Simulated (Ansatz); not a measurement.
## AlGa₃N₄: enthalpy against pressure

AlGa₃N₄, Pm, a = 5.142 Å, b = 3.165 Å, c = 5.478 Å, β = 90.0°. The structure is a Materials Project entry; whether it is the stable form wasn't checked. Ansatz: PBEsol, PAW, 420 eV, Γ-centred 6×8×6 mesh on 8 atoms, Gaussian smearing 0.02 eV; no spin polarisation. Cell and atoms are relaxed at each pressure, and no other structure is tried, so the rows at high pressure may lie past a change of phase. y is the enthalpy over the state at zero pressure; there V0 = 11.146 Å³/atom. The pressures are the targets, met within 0.06 GPa.

```tsv
P (GPa)	y (eV/atom)
-2.0	-0.1399
0.0	0.0000
2.0	?
5.0	0.3435
10.0	0.6790
20.0	1.3293
```

Problem. Fit y = c1 P + c2 P² + c3 P³ to the other rows, say what c1 and c2 mean, and predict the missing value.

Solution. Least squares on the rows shown. y = 0.069575 P − 0.00017971 P² + 1.2119×10⁻⁶ P³. Since dH/dP = V, c1 is V0: 0.069575 eV/GPa × 160.2 = 11.146 Å³ against 11.146; c2 = −V0/(2B0) gives B0 = 194 GPa, where a Birch–Murnaghan fit to the volumes of the same runs (not shown) gives 192 GPa. At P = 2.0 the fit asked for gives 0.1384 eV/atom. The run gave 0.1384 eV/atom, the same to the digits shown.